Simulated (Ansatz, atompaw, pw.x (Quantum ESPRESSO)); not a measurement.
What a changed setting does to a pw.x run (sc H)

Potential: PAW, atompaw 4.2.0.5, PBE; core none, reference 1s1; waves: 1s (bound): rc 1.20 bohr; 1s channel at 1.95 Ry: rc 1.40 bohr; 2p channel at 0.15 Ry: rc 1.40 bohr; 2p channel at 0.7 Ry: rc 1.40 bohr; local part: bessel scheme, radius 1.30 bohr; core correction: none; augmentation: sinc compensation charge, radius 1.25 bohr; PAW radius 1.40 bohr; waves and projectors: custom rrkj vanderbiltortho.

The reference run (k-mesh 18³, cutoffs 40/400 Ry, Fermi–Dirac 0.01 Ry, mixing_beta 0.4, conv_thr 1e-9, no spin) gives 1.90 GPa at 3.057 Å³/atom, where all-electron LAPW gives 1.13 GPa. This run, with its own iteration cap, changes smearing to mv.

```
&control
  calculation='scf', prefix='x', pseudo_dir='./', outdir='./tmp', tstress=.true., disk_io='none'
/
&system
  ibrav=0, nat=1, ntyp=1, ecutwfc=40, ecutrho=400, nbnd=7,
  occupations='smearing', smearing='mv', degauss=0.01
/
&electrons
  conv_thr=1e-09, mixing_beta=0.4, electron_maxstep=50
/
ATOMIC_SPECIES
H 1.0 H.UPF
CELL_PARAMETERS angstrom
  1.45132657 0.00000000 0.00000000
  0.00000000 1.45132657 0.00000000
  0.00000000 0.00000000 1.45132657
ATOMIC_POSITIONS crystal
H 0.0000 0.0000 0.0000
K_POINTS automatic
18 18 18 0 0 0
```

```bash
pw.x < H.scf.in > H.scf.out
```

How does the run end?

It converges in 6 iterations; the free energy moves by +2.8 meV/atom and the pressure by -0.14 GPa. This scheme is built to cancel the term in the square of the width that Fermi–Dirac smearing leaves in the F of a metal.

```
Message from routine setup:
     using ibrav=0 with symmetry is DISCOURAGED, use correct ibrav instead
     lattice parameter (alat)  =       2.7426  a.u.
     unit-cell volume          =      20.6297 (a.u.)^3
     number of electrons       =         1.00
     number of Kohn-Sham states=            7
     kinetic-energy cutoff     =      40.0000  Ry
     charge density cutoff     =     400.0000  Ry
     scf convergence threshold =      1.0E-09
     Exchange-correlation= SLA PW PBX PBC
     number of k points=   220  Marzari-Vanderbilt smearing, width (Ry)=  0.0100
     iteration #  1     ecut=    40.00 Ry     beta= 0.40
     total energy              =      -1.08593762 Ry
     estimated scf accuracy    <       0.00019535 Ry
     iteration #  2     ecut=    40.00 Ry     beta= 0.40
     total energy              =      -1.08578982 Ry
     estimated scf accuracy    <       0.00007633 Ry
     iteration #  3     ecut=    40.00 Ry     beta= 0.40
     total energy              =      -1.08579551 Ry
     estimated scf accuracy    <       0.00000016 Ry
     iteration #  4     ecut=    40.00 Ry     beta= 0.40
     total energy              =      -1.08579382 Ry
     estimated scf accuracy    <       0.00000008 Ry
     iteration #  5     ecut=    40.00 Ry     beta= 0.40
     total energy              =      -1.08579382 Ry
     estimated scf accuracy    <          1.5E-09 Ry
     iteration #  6     ecut=    40.00 Ry     beta= 0.40
     the Fermi energy is     2.9221 ev
!    total energy              =      -1.08579382 Ry
     estimated scf accuracy    <          2.4E-10 Ry
     smearing contrib. (-TS)   =      -0.00001736 Ry
     convergence has been achieved in   6 iterations
          total   stress  (Ry/bohr**3)                   (kbar)     P=       17.60
     Message from routine punch:
     Nothing written, as per user request (disk_io='none')
```

The run took about 2.1 s on one core of a shared host (Intel(R) Xeon(R) Platinum 8559C, 192 threads, 1488 GiB, load 96).
